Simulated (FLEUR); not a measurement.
The system is CdSe.

```xyz
2
Lattice="0.0000 3.0703 3.0703 3.0703 0.0000 3.0703 3.0703 3.0703 0.0000" Properties=species:S:1:pos:R:3 pbc="T T T"
Cd    0.0000    0.0000    0.0000
Se    1.5351    1.5351    1.5351
```

Measurements of this composition are mostly on another form, of space group No. 186.

Base run:

| Item | Value |
| --- | --- |
| Program | FLEUR MaX-R8.1 (patched build s14) |
| Functional | PBEsol |
| Potentials or basis | all-electron |
| Basis | FLAPW |
| Kmax | 3.88 1/bohr |
| k mesh | 6 × 6 × 6 |
| Occupations | fermi-dirac, width 0.05 eV |
| Spin | spin-orbit coupling, no magnetisation |

Its results: band gap on the k mesh 0.30 eV, direct.

Q: The run is repeated on the same cell with these changes: k mesh from 6 × 6 × 6 to 8 × 8 × 8; spin from spin-orbit coupling, no magnetisation to no spin polarisation. What comes out?

A: Band gap on the k mesh 0.43 eV, direct.

Several settings changed at once, so the effect can't be laid on one alone.
